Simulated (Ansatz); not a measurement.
Ge, 2 atoms in the cell. Symmetry: Cmcm, No. 63, orthorhombic system. The conventional cell has a = 2.976 Å, b = 5.189 Å, c = 4.728 Å, α = 90.00°, β = 90.00°, γ = 90.00°. Ge (site symmetry m2m) is surrounded by 12 Ge at 2.92 to 2.99 Å. This isn't the form of Ge at room conditions, which is diamond.

| Property | Result |
| --- | --- |
| Program | Ansatz 0.2.0 |
| Task | relaxation of cell and atoms |
| Functional | PBEsol |
| Dispersion | D4 |
| Potentials or basis | Ansatz PAW |
| Cutoff | 420 eV (not typed: the program's choice for these potentials) |
| k mesh | 10 × 10 × 6 |
| Occupations | fermi-dirac, width 0.05 eV |
| Spin | no spin polarisation |

Potentials or basis: Ansatz PAW.

Command:

```console
$ ansatz run input.yaml --threads 2 --pin off --max-ram 5632MiB --backend cpu --events-out ev --progress --plain --runs-dir out
```

Hardware: 2 threads of Arm Neoverse V1, with other jobs on the host.

Task: Estimate the wall time of this run.

Result: Wall time 43 s on 2 threads of Arm Neoverse V1, on a shared host, peak memory 0.36 GiB. Counts: scf iterations 106, plane waves 701, k points 124, bands 18, ion steps 19.
